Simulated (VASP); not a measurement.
Input of a VASP 6.6.1 run:

INCAR

```
SYSTEM = PbSe
PREC = Accurate
ENCUT = 600
EDIFF = 1E-6
ISMEAR = -1
SIGMA = 0.05
LREAL = .False.
LASPH = .True.
NELM = 60
ALGO = Fast
ISIF = 3
LWAVE = .False.
LCHARG = .False.
GGA = OR
LUSE_VDW = .True.
AGGAC = 0.0
IBRION = 2
NSW = 60
EDIFFG = -0.01
```

The input KPOINTS:

```
regular mesh
0
Gamma
  8 8 8
  0 0 0
```

POSCAR

```
PbSe
1.0
    0.0000000000      3.0606500000      3.0606500000
    3.0606500000      0.0000000000      3.0606500000
    3.0606500000      3.0606500000      0.0000000000
Pb Se
1 1
Direct
    0.0000000000      0.0000000000      0.0000000000
    0.5000000000      0.5000000000      0.5000000000
```

Potentials or basis: VASP PAW PBE potentials, release 64 (Pb_d, Se).

Run with:

```sh
$ cat potpaw_PBE.64/Pb_d/POTCAR potpaw_PBE.64/Se/POTCAR > POTCAR
$ mpirun -np 1 vasp_std > vasp.out
```

Question: What does it give for the relaxed volume?

Answer: 30.44 Å³/atom.

Question: Estimate the band gap on the k mesh.

Answer: 0.54 eV, direct.

Question: Estimate the relaxed cell.

Answer: a = 4.416 Å, b = 4.416 Å, c = 4.416 Å, α = 60.00°, β = 60.00°, γ = 60.00°.

Question: Estimate the space group after relaxing (to 0.05 Å).

Answer: Fm-3m (No. 225).

Final structure:
```yaml
crystal:
  lattice:
    - [0.00000, 3.12233, 3.12233]
    - [3.12233, 0.00000, 3.12233]
    - [3.12233, 3.12233, 0.00000]
  atoms:
    - { symbol: Pb, position: [0.00000, 0.00000, 0.00000] }
    - { symbol: Se, position: [0.50000, 0.50000, 0.50000] }
```

Caveat: the PAW data sets were made with another functional, which shifts forces and pressure a little; spin-orbit coupling is left out, which as a rule narrows the gap of such compounds by several tenths of an eV.

The cell as given is a measured one (28.67 Å³/atom); optPBE-vdW puts the equilibrium volume +6.2 % from it, thermal expansion not counted.
